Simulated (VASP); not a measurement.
A run of VASP 6.6.1 is set up as follows.

INCAR

```
PREC     = Accurate       # precision mode
ENCUT    = 520            # plane-wave cutoff, eV
EDIFF    = 1E-6           # SCF threshold, eV
ISMEAR   = -1             # smearing method
SIGMA    = 0.05           # smearing width, eV
LREAL    = False          # projectors in reciprocal space
LASPH    = True           # aspherical terms in the spheres
NELM     = 300            # most SCF steps
ALGO     = All            # electronic algorithm
ISIF     = 2              # what is computed and relaxed
LWAVE    = False          # write WAVECAR
LCHARG   = False          # write CHGCAR
ISPIN    = 2              # spin polarisation
MAGMOM   = 7 7 0 0        # initial moments
LORBIT   = 11             # projections on sites
LMAXMIX  = 6              # l up to which the mixer works
LDAU     = True           # DFT+U
LDAUTYPE = 2            
LDAUL    = 3 -1           # shell
LDAUU    = 6 0            # U, eV
LDAUJ    = 0 0          
LDAUPRINT= 1            
GGA      = PE             # functional
NBANDS   = 35             # bands
```

File KPOINTS:

```
regular mesh
0
Gamma
  7 7 7
```

Contents of POSCAR:

```
GdN
1.0
    2.5050000000      2.5050000000      5.0100000000
    5.0100000000      2.5050000000      2.5050000000
    2.5050000000      5.0100000000      2.5050000000
Gd N
2 2
Direct
    0.0000000000      0.0000000000      0.0000000000
    0.5000000000      0.5000000000      0.5000000000
    0.2500000000      0.2500000000      0.2500000000
    0.7500000000      0.7500000000      0.7500000000
```

Potentials or basis: VASP PAW PBE potentials, release 64 (Gd, N).

The run is started by

```console
$ cat potpaw_PBE.64/Gd/POTCAR potpaw_PBE.64/N/POTCAR > POTCAR
$ mpirun -np 1 vasp_std > vasp.out
```

Q: What does it give for the net moment?

A: 14.00 μB per cell.

Q: Estimate the pressure.

A: -0.4 GPa.

Q: Predict the site moments.

A: Gd +6.87; N -0.11 μB.

Q: Estimate the band gap on the k mesh.

A: None (metal or under the smearing width).

Eigenvalues of the final occupation matrices:
```tsv
site	spin	trace	eigenvalues
site 1 f	1	6.94	0.99 0.99 0.99 0.99 0.99 0.99 0.99
site 1 f	2	0.04	0.00 0.00 0.00 0.00 0.01 0.01 0.01
site 2 f	1	6.94	0.99 0.99 0.99 0.99 0.99 0.99 0.99
site 2 f	2	0.04	0.00 0.00 0.00 0.00 0.01 0.01 0.01
```

Caveat: spin-orbit coupling is left out, which moves the levels of the heavy elements. The state reached can hang on the start; a lower one may exist.
